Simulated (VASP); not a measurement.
# C in VASP: single point with PBE

Aim: the single point of C with PBE.

All numbers are computed with VASP 6.6.1; they aren't measurements. Logs are shortened: lines on timing, memory, paths and dates and some standing lists are left out, and cuts for length are marked.

## (1) Starting point

The cell holds a slab with vacuum, 4 atoms: a = 2.496 Å, b = 2.429 Å, c = 24.057 Å, α = 88.84°, β = 91.04°, γ = 120.28°.

The slab is cut from a database's or a generator's crystal, which needn't be the stable form of the element.

## (2) Single point, PBE

Input file INCAR:

```
SYSTEM = C
ALGO = Normal
EDIFF = 1E-7
ENCUT = 520
GGA = PE
ISIF = 2
ISMEAR = 1
LASPH = .TRUE.
LCHARG = .FALSE.
LREAL = .FALSE.
LWAVE = .FALSE.
NBANDS = 16
NELM = 100
PREC = Accurate
SIGMA = 0.15
```

Input file KPOINTS:

```
k-points
0
G
  7 7 1
  0 0 0
```

Input file POSCAR:

```
C
1.0
    2.4954000000      0.0133800000     -0.0224300000
   -1.2361100000      2.0911600000      0.0246100000
   -0.2204000000      0.1519500000     24.0552000000
C
4
Direct
    0.9951900000      0.9914900000      0.5712500000
    0.9928200000      0.9849200000      0.4285200000
    0.3485100000      0.6762100000      0.4283900000
    0.6511400000      0.3304200000      0.5696400000
```

Potentials or basis: VASP PAW PBE potentials, release 64 (C).

Run with:

```console
cat potpaw_PBE.64/C/POTCAR > POTCAR
mpirun -np 1 vasp_std > vasp.out
```

OUTCAR:

```text
SYSTEM = C
   EDIFF = 1E-7
   ENCUT = 520
   GGA = PE
   ISIF = 2
   ISMEAR = 1
   LASPH = .TRUE.
   LREAL = .FALSE.
   NELM = 100
   PREC = Accurate

 ion  position               nearest neighbor table
   1  0.995  0.991  0.571-   4 1.39   4 1.41   4 1.46
   2  0.993  0.985  0.429-   3 1.39   3 1.42   3 1.45
   3  0.349  0.676  0.428-   2 1.39   2 1.42   2 1.45
   4  0.651  0.330  0.570-   1 1.39   1 1.41   1 1.46

  LATTYP: Found a triclinic cell.
 ALAT       =     2.4293051949
 B/A-ratio  =     1.0095603729
 C/A-ratio  =     9.9027037026
 COS(alpha) =     0.0016047129
 COS(beta)  =     0.0202287444
 COS(gamma) =     0.4774066888

  Lattice vectors:

 A1 = (   1.2361100000,  -2.0911600000,  -0.0246100000)
 A2 = (  -1.2592900000,  -2.1045400000,  -0.0021800000)
 A3 = (   0.2204000000,  -0.1519500000, -24.0552000000)

Analysis of symmetry for initial positions (statically):
=====================================================================
 Subroutine PRICEL returns:
 Original cell was already a primitive cell.

 Routine SETGRP: Setting up the symmetry group for a
 triclinic supercell.

 Subroutine GETGRP returns: Found  1 space group operations
 (whereof  1 operations were pure point group operations)
 out of a pool of  2 trial point group operations.

The static configuration has the point symmetry C_1 .

Analysis of symmetry for dynamics (positions and initial velocities):
=====================================================================
 Subroutine PRICEL returns:
 Original cell was already a primitive cell.

 Routine SETGRP: Setting up the symmetry group for a
 triclinic supercell.

 Subroutine GETGRP returns: Found  1 space group operations
 (whereof  1 operations were pure point group operations)
 out of a pool of  2 trial point group operations.

The dynamic configuration has the point symmetry C_1 .

 Subroutine INISYM returns: Found  1 space group operations
 (whereof  1 operations are pure point group operations),
 and found     1 'primitive' translations

----------------------------------------------------------------------------------------

                                     Primitive cell

  volume of cell :     125.9091

  direct lattice vectors                    reciprocal lattice vectors
     2.495400000  0.013380000 -0.022430000     0.399490816  0.236118336  0.002168745
    -1.236110000  2.091160000  0.024610000    -0.002583346  0.476712155 -0.003034927
    -0.220400000  0.151950000 24.055200000     0.000375144 -0.000267541  0.041576180

  length of vectors
     2.495536674  2.429305195 24.056689548     0.464057630  0.476728815  0.041578734

  position of ions in fractional coordinates (direct lattice)
     0.995190000  0.991490000  0.571250000
     0.992820000  0.984920000  0.428520000
     0.348510000  0.676210000  0.428390000
     0.651140000  0.330420000  0.569640000

  ion indices of the primitive-cell ions
   primitive index   ion index
                 1           1
                 2           2
                 3           3
                 4           4

----------------------------------------------------------------------------------------

 KPOINTS: k-points

Automatic generation of k-mesh.
 Grid dimensions read from file:
 generate k-points for:    7    7    1

 Generating k-lattice:

  Cartesian coordinates                     Fractional coordinates (reciprocal lattice)
     0.057070117  0.033731191  0.000309821     0.142857143 -0.000000000  0.000000000
    -0.000369049  0.068101736 -0.000433561    -0.000000000  0.142857143 -0.000000000
     0.000375144 -0.000267541  0.041576180     0.000000000  0.000000000  1.000000000

  Length of vectors
     0.066293947  0.068104116  0.041578734

  Shift w.r.t. Gamma in fractional coordinates (k-lattice)
     0.000000000  0.000000000  0.000000000

 Subroutine IBZKPT returns following result:
 ===========================================

 Found     25 irreducible k-points:

 Following reciprocal coordinates:
            Coordinates               Weight
  0.000000  0.000000  0.000000      1.000000
  0.142857  0.000000  0.000000      2.000000
  0.285714 -0.000000  0.000000      2.000000
  0.428571 -0.000000  0.000000      2.000000
 -0.000000  0.142857  0.000000      2.000000
  0.142857  0.142857  0.000000      2.000000
[... 16 lines left out ...]
 -0.428571  0.428571  0.000000      2.000000
 -0.285714  0.428571  0.000000      2.000000
   k-points           NKPTS =     25   k-points in BZ     NKDIM =     25   number of bands    NBANDS=     16
   number of dos      NEDOS =    301   number of ions     NIONS =      4
   total plane-waves  NPLWV =  64800
   dimension x,y,z NGX =    20 NGY =   18 NGZ =  180
   dimension x,y,z NGXF=    40 NGYF=   36 NGZF=  360
   ions per type =               4
   NGX,Y,Z   is equivalent  to a cutoff of  13.32, 12.32, 12.44 a.u.
   NGXF,Y,Z  is equivalent  to a cutoff of  26.65, 24.64, 24.88 a.u.
 SYSTEM =  C
   PREC   = accura    normal or accurate (medium, high low for compatibility)
   ISTART =      0    job   : 0-new  1-cont  2-samecut
   ICHARG =      2    charge: 1-file 2-atom 10-const
   ISPIN  =      1    spin polarized calculation?
   LNONCOLLINEAR =      F non collinear calculations
   LSORBIT =      F    spin-orbit coupling
   LASPH  =      T    aspherical Exc in radial PAW
   ENCUT  =  520.0 eV  38.22 Ry    6.18 a.u.   4.64  4.52 44.73*2*pi/ulx,y,z
   NELM   =    100;   NELMIN=  2; NELMDL= -5     # of ELM steps
   EDIFF  = 0.1E-06   stopping-criterion for ELM
   LREAL  =      F    real-space projection
   EDIFFG = 0.1E-05   stopping-criterion for IOM
   NSW    =      0    number of steps for IOM
   IBRION =     -1    ionic relax: 0-MD 1-quasi-New 2-CG
   NFREE  =      0    steps in history (QN), initial steepest desc. (CG)
   ISIF   =      2    stress and relaxation
   ISYM   =      2    0-nonsym 1-usesym 2-fastsym
   POTIM  = 0.5000    time-step for ionic-motion
   TEBEG  =    0.0;   TEEND  =   0.0 temperature during run
   PSTRESS=    0.0 pullay stress
   NELECT =      16.0000    total number of electrons
   NUPDOWN=      -1.0000    fix difference up-down
   EMIN   =  10.00;   EMAX   =-10.00  energy-range for DOS
   EFERMI =   0.00;   METHOD = LEGACY
   ISMEAR =     1;   SIGMA  =   0.15  broadening in eV -4-tet -1-fermi 0-gaus
   EFERMI_NEDOS =   21; number of points for ismear=-14 and -15
   IALGO  =     38    algorithm
   IMIX   =      4    mixing-type and parameters
     AMIX     =   0.40;   BMIX     =  1.00
     AMIX_MAG =   1.60;   BMIX_MAG =  1.00
  volume/ion in A,a.u.               =      31.48       212.42
  Fermi-wavevector in a.u.,A,eV,Ry     =   0.823055  1.555349  9.216863  0.677420
  Thomas-Fermi vector in A             =   1.934499
   LORBIT       =      0    0 simple, 1 ext, 2 COOP (PROOUT), +10 PAW based schemes
   GGA     = PE    functional components
   LHFCALC =     F    Hartree Fock is set to
   AEXX    =    0.0000 exact exchange contribution
   IVDW    =     0    specifies the selected vdW correction
   LEPSILON=     F    determine dielectric tensor
   LRPA    =     F    only Hartree local field effects (RPA)
 non-spin polarized calculation
 Methfessel and Paxton  Order N= 1 SIGMA  =   0.15
  energy-cutoff  :      520.00
  volume of cell :      125.91
 maximum number of plane-waves:      3435
   NGX =  9   NGY =  9   NGZ = 89

 number of electron      16.0000000 magnetization

 Free energy of the ion-electron system (eV)
  ---------------------------------------------------
  ext. energy  EPLUGINS =         0.00000000
  ---------------------------------------------------
  free energy    TOTEN  =       -36.73593677 eV

  energy without entropy =      -36.73696824  energy(sigma->0) =      -36.73628059

 E-fermi :  -2.7929     XC(G=0):  -3.2514

 val. band max:       -2.8950858158   @ k =   0.2857   0.2857  -0.0000
 cond. band min:      -0.6571107117   @ k =   0.4286   0.1429   0.0000
 fundamental gap:      2.2379751041
 Fermi energy:        -2.7929326530

 k-point     1 :       0.0000    0.0000    0.0000
  band No.  band energies     occupation
      1     -21.3879      2.00000
      2     -21.2528      2.00000
      3      -9.8421      2.00000
      4      -8.9532      2.00000
      5      -5.6503      2.00000
      6      -5.3089      2.00000
[... 8 lines left out ...]
     15       5.1833      0.00000
     16       5.8545      0.00000

 k-point     2 :       0.1429    0.0000    0.0000
  band No.  band energies     occupation
      1     -20.9161      2.00000
      2     -20.7850      2.00000
      3      -9.2666      2.00000
      4      -8.3940      2.00000
      5      -7.2034      2.00000
      6      -6.9710      2.00000
[... 8 lines left out ...]
     15       5.8299      0.00000
     16       6.7216      0.00000

 k-point     3 :       0.2857   -0.0000    0.0000
  band No.  band energies     occupation
      1     -19.5172      2.00000
      2     -19.3978      2.00000
      3     -10.5630      2.00000
      4     -10.4438      2.00000
      5      -7.5813      2.00000
      6      -6.7681      2.00000
[... 8 lines left out ...]
     15       6.2558      0.00000
     16       6.7179      0.00000

 k-point     4 :       0.4286   -0.0000    0.0000
  band No.  band energies     occupation
      1     -17.2704      2.00000
      2     -17.1649      2.00000
      3     -14.0873      2.00000
      4     -13.9817      2.00000
      5      -7.6009      2.00000
      6      -7.4138      2.00000
[... 8 lines left out ...]
     15       8.5691      0.00000
     16       9.2112      0.00000

 k-point     5 :      -0.0000    0.1429    0.0000
  band No.  band energies     occupation
      1     -20.8867      2.00000
      2     -20.7540      2.00000
      3      -9.2419      2.00000
      4      -8.3721      2.00000
      5      -6.6989      2.00000
      6      -6.5255      2.00000
[... 8 lines left out ...]
     15       5.8349      0.00000
     16       5.9722      0.00000

 k-point     6 :       0.1429    0.1429    0.0000
  band No.  band energies     occupation
      1     -19.9345      2.00000
      2     -19.8078      2.00000
      3      -9.0365      2.00000
      4      -8.8918      2.00000
      5      -8.0871      2.00000
      6      -7.2568      2.00000
[... 8 lines left out ...]
     15       5.8680      0.00000
     16       6.9654      0.00000
[... 267 lines left out ...]
 k-point    21 :       0.2857    0.4286    0.0000
  band No.  band energies     occupation
      1     -15.7328      2.00000
      2     -15.6360      2.00000
      3     -13.2738      2.00000
      4     -13.1731      2.00000
      5     -11.8156      2.00000
      6     -11.7642      2.00000
[... 8 lines left out ...]
     15      10.6757      0.00000
     16      10.8050      0.00000

 k-point    22 :       0.4286    0.4286   -0.0000
  band No.  band energies     occupation
      1     -15.9443      2.00000
      2     -15.7715      2.00000
      3     -14.6925      2.00000
      4     -14.4077      2.00000
      5      -9.7427      2.00000
      6      -9.4410      2.00000
[... 8 lines left out ...]
     15      10.0751      0.00000
     16      10.1868      0.00000

 k-point    23 :      -0.4286    0.4286    0.0000
  band No.  band energies     occupation
      1     -17.1874      2.00000
      2     -17.0811      2.00000
      3     -13.8049      2.00000
      4     -13.6193      2.00000
      5      -8.2390      2.00000
      6      -7.8874      2.00000
[... 8 lines left out ...]
     15       8.6904      0.00000
     16       9.2650      0.00000

 k-point    24 :      -0.2857    0.4286    0.0000
  band No.  band energies     occupation
      1     -17.9980      2.00000
      2     -17.8857      2.00000
      3     -11.9382      2.00000
      4     -11.7862      2.00000
      5      -9.1769      2.00000
      6      -8.9137      2.00000
[... 8 lines left out ...]
     15       7.7780      0.00000
     16       8.0688      0.00000

 [... further k-points ...]

------------------------ aborting loop because EDIFF is reached ----------------------------------------

  FORCE on cell =-STRESS in cart. coord.  units (eV):
  Direction    XX          YY          ZZ          XY          YZ          ZX
  --------------------------------------------------------------------------------------
  -------------------------------------------------------------------------------------
  Total       -1.3614465      3.6305649      0.2984787     -0.4567389      0.0648728     -0.0362963
  in kB      -17.3242333     46.1984743      3.7981030     -5.8119444      0.8254976     -0.4618659
  external PRESSURE =      10.8907814 kB  Pullay stress =       0.0000000 kB

 VOLUME and BASIS-vectors are now :
 -----------------------------------------------------------------------------
  energy-cutoff  :      520.00
  volume of cell :      125.91
      direct lattice vectors                 reciprocal lattice vectors
     2.495400000  0.013380000 -0.022430000     0.399490816  0.236118336  0.002168745
    -1.236110000  2.091160000  0.024610000    -0.002583346  0.476712155 -0.003034927
    -0.220400000  0.151950000 24.055200000     0.000375144 -0.000267541  0.041576180

 POSITION                                       TOTAL-FORCE (eV/Angst)
 -----------------------------------------------------------------------------------
      1.13190      2.17348     13.74361        -1.585998      1.027982     -0.573569
      1.16557      2.13802     10.31010         1.349256      2.433955     -0.097167
     -0.06062      1.48382     10.31383        -1.352688     -2.430958     -0.003303
      1.09087      0.78623     13.69633         1.589431     -1.030979      0.674039
 -----------------------------------------------------------------------------------
    total drift:                               -0.000004      0.000084     -0.000026

  FREE ENERGIE OF THE ION-ELECTRON SYSTEM (eV)
  ---------------------------------------------------
  free  energy   TOTEN  =       -36.7359367709 eV

  energy  without entropy=      -36.7369682408  energy(sigma->0) =      -36.73628059
```

Wall time 84 s (1 thread of AMD EPYC 7R13 (Zen 3), shared host); peak memory 0.19 GiB.

What came out:

* Free energy: -36.7359 eV
* Largest force: 2.785 eV/Å
* Band gap on the k mesh: 2.24 eV, indirect (least direct gap 2.32 eV)

Forces on the atoms (eV/Å):
```
C   -1.586  1.028 -0.574
C    1.349  2.434 -0.097
C   -1.353 -2.431 -0.003
C    1.589 -1.031  0.674
```

Caveat: the k mesh is coarse (spacing up to 0.43 Å⁻¹), so the values aren't converged.
